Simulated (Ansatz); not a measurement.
An input for Ansatz 0.2.0 (CdSe (F-43m)):

```yaml
crystal:
  lattice:
    - [0.0, 3.025, 3.025]
    - [3.025, 0.0, 3.025]
    - [3.025, 3.025, 0.0]
  atoms:
    - { symbol: Cd, position: [0.0, 0.0, 0.0] }
    - { symbol: Se, position: [0.75, 0.75, 0.75] }
kpoints:
  mp_grid: { grid: [6, 6, 6] }
  band_path:
    path:
      - [0.0, 0.0, 0.0]
      - [-0.5, -0.5, 0.0]
      - [-0.375, -0.375, 0.25]
      - [-0.375, 0.0, 0.375]
      - [0.0, 0.0, 0.5]
      - [-0.5, -0.25, 0.25]
    npoints: 1
hamiltonian:
  xc: hse06
  pseudopotentials: { kind: paw, azcp: { folder: soft_1 } }
scf:
  occupations: { method: fixed }
  n_extra_bands: 4
output:
  eigenvalues: true
  write_density: true
  write_potential: true
  elf: true
  volumetric_format: npy
```

```sh
ansatz run input.yaml --threads 3 --pin off --max-ram 92160MiB --backend cuda --events-out ev --progress --plain --runs-dir out --devices 1 --max-vram 13GiB
```

**Question.** How long will it take on 1 × NVIDIA H100 80GB HBM3 (shared by 6 runs) with 3 threads of AMD EPYC 7R13 (Zen 3), shared host, and how much memory?

It took 20 s; on shared hardware allow 10 s to 40 s. Peak host memory was 1.2 GiB. The sizes that set the cost: 1067 plane waves a state, 16 irreducible k points and 14 SCF cycles.

Exact exchange couples every pair of k points and filled bands, so it costs far more than a semilocal run.

[Paths, hosts, dates, memory and timing lines, banners, echoed tables and standing remarks are left out of the program output.]

[Logs are printed without paths, hosts, clocks, repeated set-up lines and the standing remarks that a program may print on its own settings, such as how far it seeks lower states.]

[Runs of the session that timed out or met a known fault of the program may be left out.]

[Cells called generated may have been cut or substituted from an entry of the Crystallography Open Database or the Materials Project.]

[Hosts, paths, dates, database ids (printed as entryN), source tags and the programs' standing remarks are cut or masked in the printed files.]
